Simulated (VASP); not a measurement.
The system is BaTiO3.

```
Ba Ti O
1.0
     3.99980    0.00000    0.00000
     0.00000    3.99980    0.00000
     0.00000    0.00000    4.01800
Ba Ti O
1 1 3
Direct
  0.00000 0.00000 0.00000
  0.50000 0.50000 0.49000
  0.00000 0.50000 0.51700
  0.50000 0.00000 0.51700
  0.50000 0.50000 0.01900
```

| Property | Result |
| --- | --- |
| Program | VASP 6.6.1 |
| Task | relaxation of cell and atoms |
| Functional | RPBE |
| Dispersion | D4 |
| Potentials or basis | VASP PAW PBE potentials, release 64 (Ba_sv, Ti_sv, O) |
| Cutoff | 600 eV |
| k mesh | 7 × 7 × 7 |
| Occupations | fermi-dirac, width 0.05 eV |
| Spin | no spin polarisation |

At the start: pressure 2.5 GPa; volume 12.86 Å³/atom.

How do energy, volume and symmetry change on relaxing?

Over 18 steps the energy falls by 8.3 meV/atom and the volume is 13.36 Å³/atom (+3.9 %); space group P4mm (No. 99, to 0.05 Å).

The path:
```
step  energy change (eV)  largest force (eV/Å)  pressure (GPa)  volume (Å³)
   1              0.0000                0.3170            2.48        64.28
   2             -0.0125                0.3607           -1.68        66.15
   3             -0.0138                0.3463           -0.73        65.70
   4             -0.0236                0.1971           -0.29        65.77
   5             -0.0274                0.1192            0.32        65.85
   6             -0.0341                0.1223            0.12        66.19
   7             -0.0371                0.1753            0.03        66.62
   8             -0.0397                0.1058           -0.26        66.68
   9             -0.0400                0.1452           -0.42        66.72
  10             -0.0412                0.0609            0.13        66.53
  11             -0.0412                0.0494            0.20        66.51
  12             -0.0413                0.0291            0.08        66.60
  13             -0.0414                0.0100           -0.04        66.68
  14             -0.0415                0.0067           -0.04        66.70
  15             -0.0416                0.0361           -0.05        66.76
  16             -0.0416                0.0159            0.09        66.73
  17             -0.0416                0.0187            0.12        66.73
  18             -0.0417                0.0043            0.03        66.78
```

Final structure:
```
Ba Ti O
1.0
     3.98698    0.00000    0.00000
     0.00000    3.98698    0.00000
     0.00000    0.00000    4.20124
Ba Ti O
1 1 3
Direct
  0.00000 0.00000 0.99103
  0.50000 0.50000 0.47242
  0.00000 0.50000 0.51955
  0.50000 0.00000 0.51955
  0.50000 0.50000 0.04045
```

Caveat: the PAW data sets were made with another functional, which shifts forces and pressure a little.
